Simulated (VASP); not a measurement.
# A VASP 6.6.1 single-point calculation on HgSe

INCAR

```
ISIF = 2
GGA = PE
NELM = 77
SIGMA = 0.02
AMIX = 0.2
LREAL = .FALSE.
EDIFF = 1E-6
IBRION = -1
LWAVE = .FALSE.
ISYM = 0
NSW = 0
NBANDS = 16
PREC = Accurate
LCHARG = .FALSE.
BMIX = 0.0001
LASPH = .TRUE.
ISMEAR = -1
ENCUT = 520
```

KPOINTS

```
KPOINTS created by Atomic Simulation Environment
0
Gamma
4 4 4
0 0 0
```

POSCAR

```
Hg Se
 1.0000000000000000
    -0.0000000000000000    3.0926650971584833    3.0926650971584833
     3.0926650971584833    0.0000000000000000    3.0926650971584833
     3.0926650971584833    3.0926650971584833    0.0000000000000000
 Hg  Se
   1   1
Cartesian
  0.0000000000000000  0.0000000000000000  0.0000000000000000
  1.5463325485792414  1.5463325485792414  1.5463325485792414
```

The recommended PBE PAW datasets give the neutral cell 18 valence electrons.

Command

```
mpirun -np 1 vasp_std
```

OSZICAR

```
N       E                     dE             d eps       ncg     rms          rms(c)
DAV:   1     0.111587381407E+03    0.11159E+03   -0.85124E+03  1160   0.100E+03
DAV:   2    -0.132419218050E+00   -0.11172E+03   -0.10320E+03  1384   0.238E+02
DAV:   3    -0.431371500421E+01   -0.41813E+01   -0.41712E+01  1392   0.473E+01
DAV:   4    -0.433163021376E+01   -0.17915E-01   -0.17912E-01  1472   0.318E+00
DAV:   5    -0.433172981251E+01   -0.99599E-04   -0.99598E-04  1424   0.211E-01    0.714E+00
DAV:   6    -0.408778234517E+01    0.24395E+00   -0.20690E-01  1736   0.613E+00    0.646E+00
DAV:   7    -0.401384745485E+01    0.73935E-01   -0.27533E-01  1520   0.555E+00    0.467E+00
DAV:   8    -0.401460549353E+01   -0.75804E-03   -0.72271E-02  1272   0.326E+00    0.612E-01
DAV:   9    -0.401315377197E+01    0.14517E-02   -0.45160E-03  1448   0.945E-01    0.205E-01
DAV:  10    -0.401310555446E+01    0.48218E-04   -0.11089E-03  1344   0.278E-01    0.537E-02
DAV:  11    -0.401309335746E+01    0.12197E-04   -0.73022E-05  1520   0.106E-01    0.411E-02
DAV:  12    -0.401310847757E+01   -0.15120E-04   -0.20712E-05  1344   0.404E-02    0.217E-02
DAV:  13    -0.401310931085E+01   -0.83328E-06   -0.26686E-06  1464   0.215E-02
   1 F= -.40131093E+01 E0= -.40125126E+01  d E =-.119346E-02
```

Standard output (part)

```
POSCAR found type information on POSCAR HgSe
 POSCAR found :  2 types and       2 ions
 LDA part: xc-table for (Slater+PW92), standard interpolation
 POSCAR, INCAR and KPOINTS ok, starting setup
 WAVECAR not read
 entering main loop
```

From OUTCAR

```
k-points           NKPTS =     36   k-points in BZ     NKDIM =     36   number of bands    NBANDS=     16

   NELECT =      18.0000    total number of electrons

   dimension x,y,z NGX =    36 NGY =   36 NGZ =   36
   dimension x,y,z NGXF=    72 NGYF=   72 NGZF=   72

  energy-cutoff  :      520.00
  volume of cell :       59.16
      direct lattice vectors                 reciprocal lattice vectors
     0.000000000  3.092665097  3.092665097    -0.161672856  0.161672856  0.161672856
     3.092665097  0.000000000  3.092665097     0.161672856 -0.161672856  0.161672856
     3.092665097  3.092665097  0.000000000     0.161672856  0.161672856 -0.161672856

 k-points in reciprocal lattice and weights: KPOINTS created by Atomic Simulation Env
   0.00000000  0.00000000  0.00000000       0.016
   0.25000000  0.00000000  0.00000000       0.031
   0.00000000  0.25000000  0.00000000       0.031
   0.00000000  0.00000000  0.25000000       0.031
   0.25000000  0.25000000  0.25000000       0.031
   0.50000000  0.00000000  0.00000000       0.016
   0.00000000  0.50000000  0.00000000       0.016
   0.00000000  0.00000000  0.50000000       0.016
   ...

 E-fermi :   1.3124

 k-point     1 :       0.0000    0.0000    0.0000
  band No.  band energies     occupation
      1     -11.8128      2.00000
      2      -5.6019      2.00000
      3      -5.6019      2.00000
      4      -5.6019      2.00000
      5      -4.9464      2.00000
      6      -4.9464      2.00000
      7       0.2843      2.00000
      8       1.2985      1.33336
      9       1.2985      1.33334
     10       1.2985      1.33330
     11       6.8327      0.00000
     12       6.8327      0.00000
     13       6.8327      0.00000
     14       9.7043      0.00000
     15      12.5057      0.00000
     16      12.5057      0.00000

 k-point     2 :       0.2500    0.0000    0.0000
  band No.  band energies     occupation
      1     -11.6062      2.00000
      2      -5.5139      2.00000
      3      -5.5139      2.00000
      4      -5.4297      2.00000
      5      -4.9433      2.00000
      6      -4.9433      2.00000
      7      -1.8589      2.00000
      8       0.8329      2.00000
      9       0.8329      2.00000
     10       2.3335      0.00000
     11       6.6566      0.00000
     12       7.3984      0.00000
     13       7.3984      0.00000
     14      10.8559      0.00000
     15      11.4122      0.00000
     16      11.4122      0.00000

 k-point     3 :       0.0000    0.2500    0.0000
  band No.  band energies     occupation
      1     -11.6062      2.00000
      2      -5.5139      2.00000
      3      -5.5139      2.00000
      4      -5.4297      2.00000
      5      -4.9433      2.00000
      6      -4.9433      2.00000
      7      -1.8589      2.00000
      8       0.8329      2.00000
      9       0.8329      2.00000
     10       2.3335      0.00000
     11       6.6566      0.00000
     12       7.3984      0.00000
     13       7.3984      0.00000
     14      10.8559      0.00000
     15      11.4122      0.00000
     16      11.4122      0.00000

 ...

  Total        0.8361246      0.8361209      0.8361152     -0.0000717      0.0000677      0.0000428
  in kB       22.6439884     22.6438880     22.6437341     -0.0019425      0.0018336      0.0011583
  external PRESSURE =      22.6438702 kB  Pullay stress =       0.0000000 kB

 POSITION                                       TOTAL-FORCE (eV/Angst)
 -----------------------------------------------------------------------------------
      0.00000      0.00000      0.00000        -0.000001     -0.000004     -0.000002
      1.54633      1.54633      1.54633         0.000001      0.000004      0.000002
 -----------------------------------------------------------------------------------
    total drift:                                0.000014      0.000006     -0.000049

  FREE ENERGIE OF THE ION-ELECTRON SYSTEM (eV)
  ---------------------------------------------------
  free  energy   TOTEN  =        -4.0131093109 eV

  energy  without entropy=       -4.0119158468  energy(sigma->0) =       -4.01251258
```

It converged. Results: gap between bands v and c on the k mesh 0.00 eV; least direct gap on the k mesh 0.00 eV; pressure 2.3 GPa. Band v is the last that the valence electrons fill when counted band by band, and c is the next.

These settings aren't sound, so the numbers aren't properties of the crystal.

On sound settings PBE gives a gap of 0.00 eV on its mesh and a pressure of 1.9 GPa for the intended cell.

The run took about 26 s on one core of a shared host (Intel Xeon Platinum 8488C) and held 0.22 GiB at most.
